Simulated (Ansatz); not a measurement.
Given:

Starting cell, ZnTe (zinc blende):

```
CELL_PARAMETERS angstrom
      0.00000     3.08955     3.08955
      3.08955     0.00000     3.08955
      3.08955     3.08955     0.00000
ATOMIC_POSITIONS crystal
  Te 0.75000 0.75000 0.75000
  Zn 0.00000 0.00000 0.00000
```

In each cell atom 1 (Te, nearest neighbour Zn at 2.676 Å; its periodic images, 4.4 Å or more away, move with it) moves by s·(1.000, 0.000, 0.000) (along Cartesian x), the rest being held.

All values below come from PBE (plane waves to 420 eV, PAW, scalar-relativistic; Ansatz, a program for electronic structure). k mesh 8×8×8 (Γ-centred), Fermi-Dirac smearing 0.05 eV. E stands for the smeared free energy. Spin-orbit coupling is left out, though Te is heavy. ZnTe was relaxed with its symmetry unable to fall. ΔE is measured from the undisplaced structure.

The scan covers s from -0.270 to 0.270 Å in 11 points.

**Question.** Is the energy the same for equal positive and negative displacements?

**Answer.** Even: the same for both signs. With its periodic images moving along, the atom's site symmetry in this cell is -43m.

**Question.** What is the force constant k = d²E/ds² of this move at s = 0?

**Answer.** 4.50 eV/Å².

**Question.** With two atoms in the cell this is the zone-centre optical mode. What wavenumber follows (transverse: no LO-TO term)?

**Answer.** 168 cm⁻¹.

(For displaced atoms, the force is minus the slope of the energy, and its curvature is a force constant, which sets phonon frequencies.)
